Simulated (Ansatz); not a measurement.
CdSe under changes of volume

One of the cells (28.942 Å³/atom); the others are scaled copies at fixed shape and fractional positions:

```
Cd Se
1.0
     0.00000    3.07027    3.07027
     3.07027    0.00000    3.07027
     3.07027    3.07027    0.00000
Cd Se
1 1
Direct
  0.00000 0.00000 0.00000
  0.25000 0.25000 0.25000
```

Measurements of this composition are mostly on another form, of space group No. 186.

| Quantity | Value |
| --- | --- |
| Program | Ansatz 0.2.0 |
| Functional | PBE |
| Potentials or basis | PseudoDojo standard (PBE files) |
| Cutoff | 1388 eV |
| Density cutoff | 5551 eV |
| k mesh | 8 × 8 × 8 |
| Occupations | fermi-dirac, width 0.05 eV |
| Spin | no spin polarisation |

```csv
volume (Å³/atom),energy over the lowest point (meV/atom),pressure (GPa),gap on the mesh (eV)
27.206,35.85,4.9,0.68
27.784,20.46,3.6,0.63
28.363,9.67,2.4,0.59
28.942,?,?,?
29.521,0.00,0.4,0.51
30.100,0.30,-0.5,0.47
30.679,3.55,-1.3,0.43
```

Problem. What does the run at 28.942 Å³/atom give?

Solution. Energy over the lowest point 2.99 meV/atom; pressure 1.3 GPa; gap on the mesh 0.55 eV.

Worked out: A Birch-Murnaghan fit of order 3 (a polynomial in V^(-2/3)) to the other rows has its minimum at 29.75 Å³/atom with B0 = V·E''(V) = 45 GPa and B' = 4.7. It gives 2.99 meV/atom at 28.942 Å³/atom, against the run's 2.99, and -dE/dV = 1.3 GPa, against 1.3. A straight line through the other rows of the gap, of slope -2.05 eV per unit of ln V (its deformation potential), gives 0.55 eV, against the run's 0.55.

Energies are extrapolated to zero smearing.

Spin-orbit coupling on Cd, Se is left out.
